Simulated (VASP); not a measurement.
Runs of VASP 6.6.1 on TiO2 (Rutile). It takes space group P4_2/mnm (No. 136, tetragonal). The conventional cell has a = 4.592 Å, b = 4.592 Å, c = 2.957 Å, α = 90.00°, β = 90.00°, γ = 90.00°. Ti (site symmetry mmm) has 6 O at 1.95 to 1.98 Å as nearest neighbours. O (site symmetry m2m) is surrounded by 3 Ti at 1.95 to 1.98 Å. 

| level | potentials or basis | k mesh | grid for exact exchange (PRECFOCK) | screening parameter | gap on the mesh (eV) | pressure (GPa) | largest force (eV/Å) |
| --- | --- | --- | --- | --- | --- | --- | --- |
| LDA | VASP PAW LDA potentials, release 64 (Ti_sv, O) | 5 × 5 × 8 | - | - | 1.78 | (a) | - |
| HSE06 | VASP PAW PBE potentials, release 64 (Ti_sv, O) | 4 × 4 × 6 | Fast | 0.2 1/A | (c) | (b) | 0.06 |
| PBE | VASP PAW PBE potentials, release 64 (Ti_sv, O) | 5 × 5 × 8 | - | - | 1.87 | 6.1 | 0.13 |
| r2SCAN | VASP PAW PBE potentials, release 64 (Ti_sv, O) | 5 × 5 × 8 | - | - | 2.24 | 1.5 | 0.08 |
| PBEsol | VASP PAW PBE potentials, release 64 (Ti_sv, O) | 5 × 5 × 8 | - | - | 1.84 | -1.0 | 0.06 |

Alike in all rows: task single point; no spin polarisation; cell as given; cutoff (eV) 520; smearing fermi-dirac 0.02 eV.

Question: Fill in the values left out.

Answer: (a) -6.8; (b) -2.0; (c) 3.39.

Caveats: an odd mesh through Γ misses points on the zone boundary, where band edges often lie (some runs); the PAW data sets were made with another functional, which shifts forces and pressure a little (some runs).
